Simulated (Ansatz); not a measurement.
# MoS2: the cost of one run

Computed with Ansatz 0.2.0 (DFT PBE+D3(BJ), scalar-relativistic, plane waves, PAW, unless a step's input says otherwise).

2 further runs of the same task are left out: 2 set aside as unsound or not needed.

## (1) The structure to begin with

Symmetry: R3m, No. 160, trigonal system. The conventional cell has a = 3.153 Å, b = 3.153 Å, c = 17.992 Å, α = 90.00°, β = 90.00°, γ = 120.00°. Around Mo (site symmetry 3m) lie 6 S at 2.40 Å. S (site symmetry 3m) has 3 Mo at 2.40 Å as nearest neighbours.

As a file:

```cif
data_structure
_symmetry_space_group_name_H-M 'R3m:H'
_symmetry_Int_Tables_number 160
_cell_length_a 3.1531
_cell_length_b 3.1531
_cell_length_c 17.9921
_cell_angle_alpha 90.000
_cell_angle_beta 90.000
_cell_angle_gamma 120.000
_cell_volume 154.91
loop_
_atom_site_label
_atom_site_type_symbol
_atom_site_symmetry_multiplicity
_atom_site_Wyckoff_symbol
_atom_site_fract_x
_atom_site_fract_y
_atom_site_fract_z
_atom_site_occupancy
Mo1 Mo 3 a 0.66667 0.33333 0.33332 1
S1 S 3 a 0.00000 0.00000 0.24646 1
S2 S 3 a 0.33333 0.66667 0.08693 1
```

It is the result of an earlier relaxation at this level (volume 17.21 Å³/atom; gap on the mesh: 0.79 eV).

## (2) The reference: the undisturbed cell on the scan's mesh

input.yaml reads:

```yaml
crystal:
  lattice:
    - [1.5765553979, 0.9102246834, 5.997373112]
    - [-1.5765553979, 0.9102246834, 5.997373112]
    - [0.0, -1.8204493668, 5.997373112]
  atoms:
    - { symbol: Mo, position: [1.72462e-05, 1.72462e-05, 1.72462e-05] }
    - { symbol: S, position: [0.7535426932, 0.7535426932, 0.7535426932] }
    - { symbol: S, position: [0.5797400605, 0.5797400605, 0.5797400605] }
basis:
  ecutwfc: 420
kpoints:
  mp_grid: { grid: [9, 9, 9] }
hamiltonian:
  xc: pbe
  dispersion: d3bj
scf:
  occupations: { method: gaussian, width: 0.05 }
output:
  forces: true
  stress: true
  eigenvalues: true
  write_density: true
  write_potential: true
  elf: true
  volumetric_format: npy
```

Command:

```
ansatz run input.yaml --threads 1 --pin off --max-ram 2560MiB --backend cpu --events-out ev --progress --plain --runs-dir out
```

Q: Estimate wall time and peak memory on 1 thread of Intel Xeon 6975P-C (Granite Rapids), shared host.

About 4.8 s, with a peak of 0.42 GiB.
